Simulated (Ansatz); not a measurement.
SrO: projected DOS by orbital

```yaml
crystal:
  lattice:
    - [4.29019, 0.00000, 0.00000]
    - [-2.14510, 3.71542, 0.00000]
    - [0.00000, 0.00000, 5.18454]
  atoms:
    - { symbol: Sr, position: [0.33333, 0.66667, 0.93799] }
    - { symbol: Sr, position: [0.66667, 0.33333, 0.43799] }
    - { symbol: O, position: [0.33333, 0.66667, 0.43801] }
    - { symbol: O, position: [0.66667, 0.33333, 0.93801] }
```

Atoms are numbered in the order listed.

The cell was built from the wurtzite type and relaxed in the same program, and has space group P6_3/mmc; it needn't be a known or the stable phase. The relaxation left the symmetry of that type.

Computed with DFT, PBE, all-electron LAPW, scalar-relativistic in Ansatz 0.2.0.

Numerical set-up: a Γ-centred 12×12×7 k mesh, Fermi–Dirac smearing of 0.05 eV, basis error target 1 meV/atom, no spin polarisation.

States per eV for one atom of each kind, in 0.4 eV bins named by their centres, from the valence-band top, projected on a minimal set of Löwdin-orthogonalised atomic shells; orbitals are real harmonics on the Cartesian axes, equal curves share a column, and empty bins are left out, as is all above 7.5 eV, near the top of the computed bands.

O3 2p:

```
# E all pz px=py
-1.7 0.21 0.13 0.04
-1.3 2.61 0.99 0.81
-0.9 4.18 1.10 1.54
-0.5 5.50 1.93 1.79
-0.1 0.90 0.33 0.28
3.5 0.01 0.00 0.00
3.9 0.03 0.01 0.01
4.3 0.13 0.01 0.06
4.7 0.12 0.02 0.05
5.1 0.07 0.02 0.03
5.5 0.04 0.01 0.01
5.9 0.01 0.01 0.00
6.3 0.01 0.01 0.00
6.7 0.02 0.01 0.01
7.1 0.05 0.01 0.02
```

Sr1 5s:

```
# E all
-1.7 0.04
-1.3 0.40
-0.9 0.12
-0.5 0.01
2.7 0.01
3.1 0.04
3.5 0.07
3.9 0.13
4.3 0.37
4.7 0.30
5.1 0.20
5.5 0.15
5.9 0.05
6.3 0.01
6.7 0.11
7.1 0.31
```
